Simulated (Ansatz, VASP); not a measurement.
**CdTe: VASP beside Ansatz**

```
Cd Te
1.0
     3.24470    3.24470    0.00000
    -3.24470    3.24470    0.00000
     0.00000    3.24470    3.24470
Cd Te
1 1
Direct
  0.00000 0.00000 0.00000
  0.75000 0.25000 0.50000
```

Alike in both runs: functional PBEsol; k mesh 10 × 10 × 10; occupations fermi-dirac, width 0.1 eV; no spin polarisation.

Ansatz relaxed the structure, and its values are those at the end. VASP's run is a single point on that final structure, the one shown.

```csv
,VASP,Ansatz
version,VASP 6.6.1,Ansatz 0.2.0
potentials or method,"VASP PAW PBE potentials, release 64 (Cd, Te)","PAW with Ansatz's default frozen-core files, scalar-relativistic"
plane-wave cutoff (eV),520,420
valence electrons in the cell,18,36
```

```csv
,VASP,Ansatz,Ansatz less VASP
pressure (GPa),0.2,0.0,-0.16
```

The two sets of potentials don't hold the same shells in valence.

Caveats: the PAW data sets were made with another functional, which shifts forces and pressure a little (VASP).
